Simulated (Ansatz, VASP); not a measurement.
## KI in VASP and in Ansatz

```
CELL_PARAMETERS angstrom
0.08347 3.54429 3.54429
3.54429 0.08347 3.54429
3.62775 3.62775 0.00000
ATOMIC_POSITIONS crystal
K 0.00000 0.00000 0.00000
I 0.50000 0.50000 0.50000
```

Change from the starting cell: shear_xy strain +4.7%.

Alike in both runs: task single point; functional PBE; k mesh 6 × 6 × 6; occupations fermi-dirac, width 0.02 eV; no spin polarisation.

```csv
,VASP,Ansatz
version,VASP 6.6.1,Ansatz 0.2.0
potentials or method,"VASP PAW PBE potentials, release 64 (K_sv, I)","plane waves, PAW"
plane-wave cutoff (eV),520,420
valence electrons in the cell,16,26
```

|  | VASP | Ansatz | Ansatz less VASP |
| --- | --- | --- | --- |
| gap on the k mesh at the Fermi level (eV) | 3.87 | 3.87 | +0.004 |
| pressure (GPa) | 0.5 | 0.5 | -0.03 |
| largest component of the traceless stress (GPa) | 0.17 | 0.17 | +0.001 |

The two sets of potentials don't hold the same shells in valence.

Caveats: spin-orbit coupling is left out, which moves the levels of the heavy elements.
